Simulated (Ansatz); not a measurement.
SiC: random displacements

All numbers below come from DFT r2SCAN, scalar-relativistic, plane waves, PAW (Ansatz). Cutoff 500 eV, Γ-centred 12×12×6 k-points, Gaussian smearing of 0.05 eV. No spin polarisation. Energies are free energies at this smearing, counted from the undisturbed cell; pressure is positive in compression.

The starting cell (as given, not relaxed at this level):

```yaml
crystal:
  lattice:
    - [3.07600, 0.00000, 0.00000]
    - [-1.53800, 2.66389, 0.00000]
    - [0.00000, 0.00000, 5.04800]
  atoms:
    - { symbol: Si, position: [0.33333, 0.66667, 0.00000] }
    - { symbol: Si, position: [0.66667, 0.33333, 0.50000] }
    - { symbol: C, position: [0.33333, 0.66667, 0.38500] }
    - { symbol: C, position: [0.66667, 0.33333, 0.88500] }
```

The atoms are displaced (Å, in the unstrained cell):

```tsv
atom	ux	uy	uz
Si1	-0.135	0.031	0.221
Si2	0.319	-0.340	-0.034
C3	-0.398	0.352	0.231
C4	0.215	-0.042	-0.418
```

Strain (Voigt, engineering shear): (-0.0061, -0.0026, -0.0002, 0.0339, 0.0003, -0.0514).

(1) What are the energy change, the stress and the forces?

## Answers

(1) ΔE = 2956.3 meV/atom; stress (xx, yy, zz, yz, xz, xy; compression positive) (59.38, 127.24, 39.45, 31.45, 21.36, 81.39) GPa.
```csv
atom,Fx (eV/Å),Fy,Fz
Si1,-0.02,1.33,-4.51
Si2,17.80,26.26,6.16
C3,-17.25,-27.91,-15.63
C4,-0.53,0.32,13.99
```

Cost: 1 run of about 0.87 core-minutes, on Intel Xeon Platinum 8259CL (Skylake/Cascade Lake) (shared hosts).